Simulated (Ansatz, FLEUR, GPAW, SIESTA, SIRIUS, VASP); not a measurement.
## One calculation of BN, 6 ways

```
CELL_PARAMETERS angstrom
0.00000 1.81300 1.81300
1.81300 0.00000 1.81300
1.81300 1.81300 0.00000
ATOMIC_POSITIONS crystal
N 0.25000 0.25000 0.25000
B 0.00000 0.00000 0.00000
```

The cell is a database's computed one, not the measured one.

Alike in all runs: task equation of state; functional PBEsol; k mesh 13 × 13 × 13; occupations fermi-dirac, width 0.05 eV; no spin polarisation; no spin-orbit coupling.

```
                                                        program and potentials  plane-wave cutoff (eV)                    notes  equilibrium volume (Å³/atom)  bulk modulus (GPa)
SIESTA, files PseudoDojo sr-pbesol-0.4.1-standard, DZP (energy shift 0.003 Ry)                       -             atomic basis                          5.92               390.9
                                Ansatz, all-electron LAPW, scalar-relativistic                       -                        -                          5.86               385.8
                                                    FLEUR, all-electron, FLAPW                       -                        -                          5.86               385.8
                                              VASP, PBE PAW files B, N, 520 eV                     520  potentials made for PBE                          5.87               386.1
                             GPAW, PAW data sets generated for this functional                     800                        -                          5.86               385.8
                SIRIUS, PseudoDojo 0.4.1 PBEsol standard (scalar relativistic)                    1152                        -                          5.87               385.1
```

The equilibrium volume spans 5.86 (Ansatz, all-electron LAPW, scalar-relativistic) to 5.92 Å³/atom (SIESTA, files PseudoDojo sr-pbesol-0.4.1-standard, DZP (energy shift 0.003 Ry)), with all-electron results at 5.86. The bulk modulus spans 385.1 (SIRIUS, PseudoDojo 0.4.1 PBEsol standard (scalar relativistic)) to 390.9 GPa (SIESTA, files PseudoDojo sr-pbesol-0.4.1-standard, DZP (energy shift 0.003 Ry)), with all-electron results at 385.8. Rows in atomic bases carry the error of their basis and grid, which can be large.

Differences between rows come from potentials, basis sets and numerical settings, since the functional is the same but for its coding. Runs on potential files found faulty are left out.
